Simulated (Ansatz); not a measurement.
## What strain does to BN (F-43m)

A 2-atom cell of BN started from a crystallographic database, relaxed with r2SCAN in Ansatz 0.2.0. The symmetry is F-43m (No. 216, cubic); conventional cell a = 3.610 Å, 5.88 Å³ an atom. B is surrounded by 4 N at 1.56 Å; N is surrounded by 4 B at 1.56 Å.

The axes x, y and z are those of this cell:
```
B N
1.0
     0.00000    1.80482    1.80482
     1.80482    0.00000    1.80482
     1.80482    1.80482    0.00000
B N
1 1
Direct
  0.00000 0.00000 0.00000
  0.25000 0.25000 0.25000
```

Unstrained: The PBE gap is indirect, 4.477 eV (Γ to X), below the direct gap of 8.852 eV at Γ. With r2SCAN the valence top lies at Γ and the conduction bottom at X, 5.003 eV higher; the smallest vertical gap, at Γ, is 9.587 eV. With HSE06 the valence top lies at Γ and the conduction bottom at X, 5.794 eV higher; the smallest vertical gap, at Γ, is 10.592 eV. Meshes: PBE 12×12×12, r2SCAN 12×12×12, HSE06 8×8×8. Strains are changes of length per length. After each strain the atoms were relaxed again with r2SCAN within the symmetry that the strain leaves, so tilts or polar shifts that break it weren't tested; points keep the names that they have in the unstrained zone. Calculated for a static, non-magnetic cell.

Changes of the least gap in eV (an overlap counts as a negative gap):
```csv
strain,volume change (%),space group,PBE,r2SCAN,HSE06,G0W0@PBE (mesh),"energy rise, r2SCAN (meV/atom)"
uniaxial +5.45 % along z,+5.4,I-4m2,-0.519,-0.540,-0.543,-0.57,43.0
isotropic +5.19 % on every length,+16.4,F-43m,-0.182,-0.215,-0.223,-0.28,152.1
"epitaxial +1.69 % in the xy plane, free normal strain -0.72 %",+2.7,I-4m2,-0.444,-0.459,-0.461,-0.48,9.3
uniaxial -2.05 % along x,-2.1,I-4m2,-0.355,-0.357,-0.358,-0.35,6.5
```
Unstrained, G0W0@PBE with 49 empty bands, a screening cutoff of 150 eV and a 6×6×6 mesh gives 6.01 eV on its mesh; the band count follows the volume. No extrapolation in bands, cutoff or mesh was made for G0W0.

Uniaxial +5.45 % along z, other directions held. HSE06: the gap goes from 5.794 to 5.251 eV (-0.543 eV); the X points, equivalent before, split by 901 meV, and the conduction bottom lies at those like (0, 1/2, 1/2); with r2SCAN the top three valence levels at Γ, degenerate before, become 2+1 from the top over 564 meV. Stress change with r2SCAN, compression positive: xx -7.18, yy -7.18, zz -42.21 GPa.

Isotropic +5.19 % on every length. HSE06: the gap goes from 5.794 to 5.571 eV (-0.223 eV). Stress change with r2SCAN, compression positive: xx -44.95, yy -44.95, zz -44.95 GPa. For HSE06, dE_g/d ln V = -1.5 eV over this step.

Epitaxial +1.69 % in the xy plane, free normal strain -0.72 %. HSE06: the gap goes from 5.794 to 5.333 eV (-0.461 eV); with r2SCAN the top three valence levels at Γ, degenerate before, become 1+2 from the top over 229 meV. Stress change with r2SCAN, compression positive: xx -14.70, yy -14.70, zz -0.03 GPa.

Uniaxial -2.05 % along x, other directions held. HSE06: the gap goes from 5.794 to 5.436 eV (-0.358 eV); the X points, equivalent before, split by 376 meV, and the conduction bottom lies at those like (0, 1/2, 1/2); with r2SCAN the top three valence levels at Γ, degenerate before, become 1+2 from the top over 205 meV. Stress change with r2SCAN, compression positive: xx +17.28, yy +4.00, zz +4.00 GPa.

The meshes of the hybrids are coarse, so their gaps aren't converged to the digits shown.

The splittings at Γ are without spin-orbit coupling, which regroups them where it is of like size or larger.
